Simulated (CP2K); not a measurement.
**KF (Carobbiite) in CP2K: the effect of functional**

The system is KF (Carobbiite).

```
K F
1.0
     3.77857    0.00000    0.00000
     1.88928    3.27233    0.00000
     1.88928    1.09078    3.08519
K F
1 1
Cartesian
  0.0000 0.0000 0.0000
  3.7786 2.1816 1.5426
```

Alike in all runs:

```yaml
Program: CP2K 2026.2
Task: band structure
Potentials_or_basis: POTENTIAL_UZH K GTH-PBE-q9, F GTH-PBE-q7; TZVP-MOLOPT-PBE-GTH basis
Density_cutoff: 14966 eV
k_mesh: 9 × 9 × 9
Occupations: fermi-dirac, width 0.05 eV
Spin: no spin polarisation
```

```csv
functional,gap on the mesh (eV),pressure (GPa)
LDA,5.72,-3.1
PBEsol,?,?
WC,6.11,-0.3
BEEF-vdW,6.49,2.7
BLYP,6.21,2.2
r2SCAN,6.72,-0.3
```

Task: What does the run with functional PBEsol give?

Result: gap on the mesh 6.00 eV; pressure -0.4 GPa.

Caveats: the potentials were made for another functional, which shifts forces and pressure; the basis of atomic orbitals isn't converged, which shifts pressures, moduli and gaps.

Runs at the PBE level aren't shown here.
